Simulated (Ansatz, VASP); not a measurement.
This is a calculation of TiSi2 for Ansatz 0.2.0. The cell is a database's computed one, not the measured one.

Contents of input.yaml:

```yaml
crystal:
  lattice:
    - [0.0, 4.1175163063, 4.2628978354]
    - [2.3895119538, 0.0, 4.2628978354]
    - [2.3895119538, 4.1175163063, 0.0]
  atoms:
    - { symbol: Ti, position: [0.75, 0.75, 0.75] }
    - { symbol: Ti, position: [0.5, 0.5, 0.5] }
    - { symbol: Si, position: [0.41256561, 0.08743439, 0.41256561] }
    - { symbol: Si, position: [0.08743439, 0.41256561, 0.08743439] }
    - { symbol: Si, position: [0.16256561, 0.83743439, 0.16256561] }
    - { symbol: Si, position: [0.83743439, 0.16256561, 0.83743439] }
hamiltonian:
  xc: pbe
  pseudopotentials: { kind: paw }
kpoints:
  mp_grid: { grid: [7, 7, 7] }
scf:
  occupations: { method: fermi_dirac, width: 0.05 }
output:
  forces: true
  stress: true
  eigenvalues: true
relax:
  f_tol: 0.01
  max_steps: 40
  cell: { stress_tol: 0.05 }
```

Potentials or basis: Ansatz PAW.

Run with:

```console
$ ansatz run input.yaml --threads 1 --pin off --max-ram 3584MiB --backend cpu --events-out ev --progress --plain --runs-dir out
```

Question: Translate it to VASP 6.6.1. Potentials or basis there: PBE PAW files Si_GW, Ti_sv_GW, 680 eV.

Answer: As run (cutoffs and basis follow the program's own potentials, and thresholds, step limits or extra output files can differ):

File INCAR:

```
SYSTEM = TiSi2
  PREC = Accurate
  ENCUT = 680
  EDIFF = 1E-6
  ISMEAR = -1
  SIGMA = 0.05
  LREAL = .FALSE.
  LASPH = .TRUE.
  NELM = 80
  ALGO = Normal
  ISIF = 3
  LWAVE = .FALSE.
  LCHARG = .FALSE.
  GGA = PE
  IBRION = 2
  NSW = 60
  EDIFFG = -0.01
```

File KPOINTS:

```
regular mesh
0
G
  7 7 7
  0 0 0
```

Contents of POSCAR:

```
TiSi2
1.0
    0.0000000000      4.1175163063      4.2628978354
    2.3895119538      0.0000000000      4.2628978354
    2.3895119538      4.1175163063      0.0000000000
Ti Si
2 4
Direct
    0.7500000000      0.7500000000      0.7500000000
    0.5000000000      0.5000000000      0.5000000000
    0.4125656100      0.0874343900      0.4125656100
    0.0874343900      0.4125656100      0.0874343900
    0.1625656100      0.8374343900      0.1625656100
    0.8374343900      0.1625656100      0.8374343900
```

Potentials or basis: VASP PAW PBE potentials, release 64 (Ti_sv_GW, Si_GW).

Run with:

```sh
$ cat potpaw_PBE.64/Ti_sv_GW/POTCAR potpaw_PBE.64/Si_GW/POTCAR > POTCAR
$ mpirun -np 1 vasp_std > vasp.out
```

Both were run:

|  | Ansatz | VASP |
| --- | --- | --- |
| Relaxed volume | 14.17 Å³/atom | 14.14 Å³/atom |
| Relaxed cell | a = 5.950 Å, b = 4.916 Å, c = 4.773 Å, α = 75.75°, β = 53.21°, γ = 51.03° | a = 5.946 Å, b = 4.914 Å, c = 4.769 Å, α = 75.76°, β = 53.22°, γ = 51.02° |
| Space group after relaxing | Fddd (No. 70) | Fddd (No. 70) |
| Pressure after relaxing | 0.0 GPa | 0.0 GPa |

Ansatz's pressure holds a Pulay term of +0.03 GPa for its cutoff of 420 eV, which the other run lacks.

Where Ansatz's input types no cutoff or centring, it takes its own default and a Γ-centred mesh.

Pressure is positive in compression.
